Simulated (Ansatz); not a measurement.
MoS2: a prediction, then the measurements

These are results of DFT PBE, scalar-relativistic, plane waves, PAW (Ansatz), not measurements.

Plane waves to 420 eV, a k mesh through Γ of 12×12×2 on the computed 6-atom cell and Gaussian smearing (0.02 eV); no spin polarisation.

Relaxed structure, symmetry kept:

```
Mo S
1.0
     3.18531    0.00000    0.00000
    -1.59266    2.75856    0.00000
     0.00000    0.00000   14.73931
Mo S
2 4
Cartesian
  0.0000 1.8390 3.6848
  1.5927 0.9195 11.0545
  0.0000 1.8390 9.4922
  1.5927 0.9195 2.1226
  0.0000 1.8390 12.6168
  1.5927 0.9195 5.2471
```

- Space group: P6_3/mmc (No. 194)
- Volume per atom: 21.59 Å³
- Formation energy from the elements' standard states (uncorrected): -0.893 eV/atom
- Kohn–Sham band gap: 1.44 eV, indirect from Γ to K
- Löwdin character of the top 1 eV of the valence band: Mo 4d 67 %, S 3p 29 %
- Löwdin character of the lowest 1 eV of the conduction band: Mo 4d 63 %, S 3p 32 %
- Electron masses at the edge by Cartesian direction of the standard setting (m_e; degenerate bands sorted by energy; no spin-orbit coupling): x: 0.53, 0.39; y: 0.53, 0.39; z: over 30, over 30
- Hole masses at the edge by Cartesian direction of the standard setting (m_e; degenerate bands sorted by energy; no spin-orbit coupling): x: 1.6; y: 1.6; z: 0.94
- Bader charges (e): Mo (2 in the cell) 1.24, S (4 in the cell) -0.62

Each cell of MoS2 holds layers, and where no dispersion correction was added their binding is poorly described.

A ferromagnetic start lost its moments in a first run, so spin was left out; other magnetic orders weren't tried.

**Measured values to compare with.**

“Pressure coefficients for direct optical transitions in MoS2, MoSe2, WS2, and WSe2 crystals and semiconductor to metal transitions”, 2016, pmc:4877596 quotes, for a bulk crystal of MoS2: lattice constant c 12.32 Å.

“Multiwavelength excitation Raman Scattering Analysis of bulk and 2 dimensional MoS2: Vibrational properties of atomically thin MoS2 layers”, 2015, arxiv:1506.03228 reports, for a bulk crystal of MoS2 at 300 K: band gap 1.3 eV (indirect).

A measured lattice constant c of MoS2 is 12.32 Å (quoted in the paper above); the calculated 14.739 Å misses it by +19.6 %. So large a difference can come from the functional (as between layers that it hardly binds), but also from another choice of axes, another phase or a misread value. The calculation is for 0 K without zero-point motion. Against the measured band gap of MoS2, 1.3 eV (indirect; 300 K; the paper above), the calculated 1.44 eV is off by +0.14 eV. Kohn–Sham gaps of semilocal functionals fall short of measured ones as a rule; spin-orbit coupling, left out here, would usually lower the calculated gap of a compound with heavy elements.

Cost: 8 runs of about 7.2 core-minutes in all, on Intel Xeon Platinum 8259CL (Skylake/Cascade Lake) (shared hosts).